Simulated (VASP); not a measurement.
# Te (P4_132) in VASP: notebook

One crystal, Te, is run at these levels: PBE; tasks: relaxation of the atoms.

Program: VASP 6.6.1. These are calculated values, not measurements. Logs are shortened: lines on timing, memory, paths and dates and some standing lists are left out, and cuts for length are marked.

## 1. The undisturbed crystal

The structure is cubic, space group P4_132 (No. 213). Conventional cell: a = 5.223 Å, b = 5.223 Å, c = 5.223 Å, α = 90.00°, β = 90.00°, γ = 90.00°. Te (site symmetry 32) is surrounded by 6 Te at 3.20 Å.

The cell was built by a generator and needn't be a form met in nature.

## 2. Relaxation of the atoms, PBE, 34.20 Å³/atom (strain = -0.04)

The input, INCAR:

```
ALGO = Fast
EDIFF = 1E-6
EDIFFG = -0.01
ENCUT = 520
GGA = PE
IBRION = 2
ISIF = 2
ISMEAR = -1
LASPH = True
LCHARG = False
LREAL = False
LWAVE = False
NELM = 100
NSW = 40
PREC = Accurate
SIGMA = 0.05
```

The input, KPOINTS:

```
k-points
0
Gamma
  4 4 4
```

The input, POSCAR:

```
Te
1.0
    5.0143296000      0.0000000000      0.0000000000
    0.0000000000      5.2232600000      0.0000000000
    0.0000000000      0.0000000000      5.2232600000
Te
4
Direct
    0.8750000000      0.1250000000      0.6250000000
    0.3750000000      0.3750000000      0.3750000000
    0.1250000000      0.6250000000      0.8750000000
    0.6250000000      0.8750000000      0.1250000000
```

Potentials or basis: VASP PAW PBE potentials, release 64 (Te).

The run is started by

```sh
> cat potpaw_PBE.64/Te/POTCAR > POTCAR
> mpirun -np 1 vasp_std > vasp.out
```

OUTCAR:

```text
EDIFF = 1E-6
   EDIFFG = -0.01
   ENCUT = 520
   GGA = PE
   IBRION = 2
   ISIF = 2
   ISMEAR = -1
   LASPH = True
   LREAL = False
   NELM = 100
   NSW = 40
   PREC = Accurate

 ion  position               nearest neighbor table
   1  0.875  0.125  0.625-   2 3.11   2 3.11   4 3.18   4 3.18   3 3.18   3 3.18
   2  0.375  0.375  0.375-   1 3.11   1 3.11   3 3.18   3 3.18   4 3.18   4 3.18
   3  0.125  0.625  0.875-   4 3.11   4 3.11   2 3.18   2 3.18   1 3.18   1 3.18
   4  0.625  0.875  0.125-   3 3.11   3 3.11   1 3.18   1 3.18   2 3.18   2 3.18

  LATTYP: Found a simple tetragonal cell.
 ALAT       =     5.2232600000
 C/A-ratio  =     0.9600000000

  Lattice vectors:

 A1 = (   0.0000000000,   5.2232600000,   0.0000000000)
 A2 = (   0.0000000000,   0.0000000000,   5.2232600000)
 A3 = (   5.0143296000,   0.0000000000,   0.0000000000)

Analysis of symmetry for initial positions (statically):
=====================================================================
 Subroutine PRICEL returns:
 Original cell was already a primitive cell.

 Routine SETGRP: Setting up the symmetry group for a
 simple tetragonal supercell.

 Subroutine GETGRP returns: Found  8 space group operations
 (whereof  1 operations were pure point group operations)
 out of a pool of 16 trial point group operations.

The static configuration has the point symmetry C_1 .
 The point group associated with its full space group is D_4 .

Analysis of symmetry for dynamics (positions and initial velocities):
=====================================================================
 Subroutine PRICEL returns:
 Original cell was already a primitive cell.

 Routine SETGRP: Setting up the symmetry group for a
 simple tetragonal supercell.

 Subroutine GETGRP returns: Found  8 space group operations
 (whereof  1 operations were pure point group operations)
 out of a pool of 16 trial point group operations.

The dynamic configuration has the point symmetry C_1 .
 The point group associated with its full space group is D_4 .

 Subroutine INISYM returns: Found  8 space group operations
 (whereof  1 operations are pure point group operations),
 and found     1 'primitive' translations

----------------------------------------------------------------------------------------

                                     Primitive cell

  volume of cell :     136.8032

  direct lattice vectors                    reciprocal lattice vectors
     5.014329600  0.000000000  0.000000000     0.199428454  0.000000000  0.000000000
     0.000000000  5.223260000  0.000000000     0.000000000  0.191451316  0.000000000
     0.000000000  0.000000000  5.223260000     0.000000000  0.000000000  0.191451316

  length of vectors
     5.014329600  5.223260000  5.223260000     0.199428454  0.191451316  0.191451316

  position of ions in fractional coordinates (direct lattice)
     0.875000000  0.125000000  0.625000000
     0.375000000  0.375000000  0.375000000
     0.125000000  0.625000000  0.875000000
     0.625000000  0.875000000  0.125000000

  ion indices of the primitive-cell ions
   primitive index   ion index
                 1           1
                 2           2
                 3           3
                 4           4

----------------------------------------------------------------------------------------

 KPOINTS: k-points

Automatic generation of k-mesh.
 Grid dimensions read from file:
 generate k-points for:    4    4    4

 Generating k-lattice:

  Cartesian coordinates                     Fractional coordinates (reciprocal lattice)
     0.049857114  0.000000000  0.000000000     0.250000000  0.000000000  0.000000000
     0.000000000  0.047862829  0.000000000     0.000000000  0.250000000  0.000000000
     0.000000000  0.000000000  0.047862829     0.000000000  0.000000000  0.250000000

  Length of vectors
     0.049857114  0.047862829  0.047862829

  Shift w.r.t. Gamma in fractional coordinates (k-lattice)
     0.000000000  0.000000000  0.000000000

 Subroutine IBZKPT returns following result:
 ===========================================

 Found     18 irreducible k-points:

 Following reciprocal coordinates:
            Coordinates               Weight
  0.000000  0.000000  0.000000      1.000000
  0.250000  0.000000  0.000000      2.000000
  0.500000  0.000000  0.000000      1.000000
  0.000000  0.250000  0.000000      4.000000
  0.250000  0.250000  0.000000      8.000000
  0.500000  0.250000  0.000000      4.000000
[... 10 lines left out ...]
  0.250000  0.500000  0.500000      2.000000
  0.500000  0.500000  0.500000      1.000000
   k-points           NKPTS =     18   k-points in BZ     NKDIM =     18   number of bands    NBANDS=     16
   number of dos      NEDOS =    301   number of ions     NIONS =      4
   total plane-waves  NPLWV =  64000
   dimension x,y,z NGX =    40 NGY =   40 NGZ =   40
   dimension x,y,z NGXF=    80 NGYF=   80 NGZF=   80
   ions per type =               4
   NGX,Y,Z   is equivalent  to a cutoff of  13.26, 12.73, 12.73 a.u.
   NGXF,Y,Z  is equivalent  to a cutoff of  26.52, 25.46, 25.46 a.u.
 SYSTEM =  unknown system
   PREC   = accura    normal or accurate (medium, high low for compatibility)
   ISTART =      0    job   : 0-new  1-cont  2-samecut
   ICHARG =      2    charge: 1-file 2-atom 10-const
   ISPIN  =      1    spin polarized calculation?
   LNONCOLLINEAR =      F non collinear calculations
   LSORBIT =      F    spin-orbit coupling
   LASPH  =      T    aspherical Exc in radial PAW
   ENCUT  =  520.0 eV  38.22 Ry    6.18 a.u.   9.32  9.71  9.71*2*pi/ulx,y,z
   NELM   =    100;   NELMIN=  2; NELMDL= -5     # of ELM steps
   EDIFF  = 0.1E-05   stopping-criterion for ELM
   LREAL  =      F    real-space projection
   EDIFFG = -.1E-01   stopping-criterion for IOM
   NSW    =     40    number of steps for IOM
   IBRION =      2    ionic relax: 0-MD 1-quasi-New 2-CG
   NFREE  =      1    steps in history (QN), initial steepest desc. (CG)
   ISIF   =      2    stress and relaxation
   ISYM   =      2    0-nonsym 1-usesym 2-fastsym
   POTIM  = 0.5000    time-step for ionic-motion
   TEBEG  =    0.0;   TEEND  =   0.0 temperature during run
   PSTRESS=    0.0 pullay stress
   NELECT =      24.0000    total number of electrons
   NUPDOWN=      -1.0000    fix difference up-down
   EMIN   =  10.00;   EMAX   =-10.00  energy-range for DOS
   EFERMI =   0.00;   METHOD = LEGACY
   ISMEAR =    -1;   SIGMA  =   0.05  broadening in eV -4-tet -1-fermi 0-gaus
   EFERMI_NEDOS =   21; number of points for ismear=-14 and -15
   IALGO  =     68    algorithm
   IMIX   =      4    mixing-type and parameters
     AMIX     =   0.40;   BMIX     =  1.00
     AMIX_MAG =   1.60;   BMIX_MAG =  1.00
  volume/ion in A,a.u.               =      34.20       230.80
  Fermi-wavevector in a.u.,A,eV,Ry     =   0.916459  1.731857 11.427502  0.839898
  Thomas-Fermi vector in A             =   2.041317
   LORBIT       =      0    0 simple, 1 ext, 2 COOP (PROOUT), +10 PAW based schemes
   GGA     = PE    functional components
   LHFCALC =     F    Hartree Fock is set to
   AEXX    =    0.0000 exact exchange contribution
   IVDW    =     0    specifies the selected vdW correction
   LEPSILON=     F    determine dielectric tensor
   LRPA    =     F    only Hartree local field effects (RPA)
 conjugate gradient relaxation of ions
 non-spin polarized calculation
 RMM-DIIS sequential band-by-band and
  energy-cutoff  :      520.00
  volume of cell :      136.80
 maximum number of plane-waves:      3700
 NGX is ok and might be reduce to    40
   NGX = 19   NGY = 19   NGZ = 19

--------------------------------------- Ionic step        1  -------------------------------------------

 number of electron      23.9999996 magnetization

 Free energy of the ion-electron system (eV)
  ---------------------------------------------------
  ext. energy  EPLUGINS =         0.00000000
  ---------------------------------------------------
  free energy    TOTEN  =       -11.61206296 eV

  energy without entropy =      -11.59425199  energy(sigma->0) =      -11.60315748

------------------------ aborting loop because EDIFF is reached ----------------------------------------

  FORCE on cell =-STRESS in cart. coord.  units (eV):
  Direction    XX          YY          ZZ          XY          YZ          ZX
  --------------------------------------------------------------------------------------
  -------------------------------------------------------------------------------------
  Total        1.8908605      1.5462704      1.5462704     -0.0000000      0.0000000      0.0000000
  in kB       22.1449093     18.1092247     18.1092247     -0.0000000      0.0000000      0.0000000
  external PRESSURE =      19.4544529 kB  Pullay stress =       0.0000000 kB

 VOLUME and BASIS-vectors are now :
 -----------------------------------------------------------------------------
  energy-cutoff  :      520.00
  volume of cell :      136.80
      direct lattice vectors                 reciprocal lattice vectors
     5.014329600  0.000000000  0.000000000     0.199428454  0.000000000  0.000000000
     0.000000000  5.223260000  0.000000000     0.000000000  0.191451316  0.000000000
     0.000000000  0.000000000  5.223260000     0.000000000  0.000000000  0.191451316
[... 115 lines left out ...]
 POSITION                                       TOTAL-FORCE (eV/Angst)
 -----------------------------------------------------------------------------------
      4.38754      0.62466      3.29278         0.000000      0.013137     -0.013137
      1.88037      1.98697      1.93048        -0.000000     -0.013137      0.013137
      0.62679      3.23629      4.54211        -0.000000      0.013137      0.013137
      3.13396      4.59860      0.68115         0.000000     -0.013137     -0.013137
 -----------------------------------------------------------------------------------
    total drift:                               -0.000000      0.000000     -0.000000

  FREE ENERGIE OF THE ION-ELECTRON SYSTEM (eV)
  ---------------------------------------------------
  free  energy   TOTEN  =       -11.6174076376 eV

  energy  without entropy=      -11.6023964567  energy(sigma->0) =      -11.60990205

--------------------------------------- Ionic step        5  -------------------------------------------

 number of electron      24.0000003 magnetization

 Free energy of the ion-electron system (eV)
  ---------------------------------------------------
  ext. energy  EPLUGINS =         0.00000000
  ---------------------------------------------------
  free energy    TOTEN  =       -11.61763665 eV

  energy without entropy =      -11.60188732  energy(sigma->0) =      -11.60976198

 E-fermi :   6.0407     XC(G=0):  -8.9966

 val. band max:        5.9925250382   @ k =   0.0000   0.2500   0.2500
 cond. band min:       6.1137634290   @ k =   0.2500   0.2500   0.0000
 fundamental gap:      0.1212383908
 Fermi energy:         6.0406946092

 k-point     1 :       0.0000    0.0000    0.0000
  band No.  band energies     occupation
      1      -7.7296      2.00000
      2      -4.5247      2.00000
      3      -4.4632      2.00000
      4      -4.4632      2.00000
      5       2.2400      2.00000
      6       2.3550      2.00000
[... 8 lines left out ...]
     15       6.4067      0.00132
     16       8.4446      0.00000
[... 343 lines left out ...]
 POSITION                                       TOTAL-FORCE (eV/Angst)
 -----------------------------------------------------------------------------------
      4.38754      0.62980      3.28765         0.000000     -0.001129      0.001129
      1.88037      1.98183      1.93561        -0.000000      0.001129     -0.001129
      0.62679      3.24143      4.54724        -0.000000     -0.001129     -0.001129
      3.13396      4.59346      0.67602        -0.000000      0.001129      0.001129
 -----------------------------------------------------------------------------------
    total drift:                               -0.000000     -0.000000      0.000000

  FREE ENERGIE OF THE ION-ELECTRON SYSTEM (eV)
  ---------------------------------------------------
  free  energy   TOTEN  =       -11.6176366462 eV

  energy  without entropy=      -11.6018873228  energy(sigma->0) =      -11.60976198

 reached required accuracy - stopping structural energy minimisation
```

Wall time 2.8 min (1 thread of AMD EPYC 7R43 (Zen 3), shared host); peak memory 0.21 GiB.

Results:

```yaml
Free_energy: -11.6176 eV
Energy_gained_by_relaxing: 1.4 meV/atom
Ionic_steps: 5
Pressure_after_relaxing: 1.8 GPa
Band_gap_on_the_k_mesh: none (metal or under the smearing width)
```

## 3. Relaxation of the atoms, PBE, 34.91 Å³/atom (strain = -0.02)

INCAR is that of step 2.

KPOINTS is that of step 2.

POSCAR, as its differences from that of step 2:

```diff
@@ -2,3 +2,3 @@
 1.0
-    5.0143296000      0.0000000000      0.0000000000
+    5.1187948000      0.0000000000      0.0000000000
     0.0000000000      5.2232600000      0.0000000000
```

Potentials or basis: VASP PAW PBE potentials, release 64 (Te).

The run is started by

```sh
> cat potpaw_PBE.64/Te/POTCAR > POTCAR
> mpirun -np 1 vasp_std > vasp.out
```

It took 2.1 min on 1 thread of AMD EPYC 7R43 (Zen 3), shared host; peak memory 0.21 GiB.

It converged, with:

| Quantity | Value |
| --- | --- |
| Free energy | -11.6421 eV |
| Energy gained by relaxing | 0.3 meV/atom |
| Ionic steps | 4 |
| Pressure after relaxing | 0.9 GPa |
| Band gap on the k mesh | none (metal or under the smearing width) |
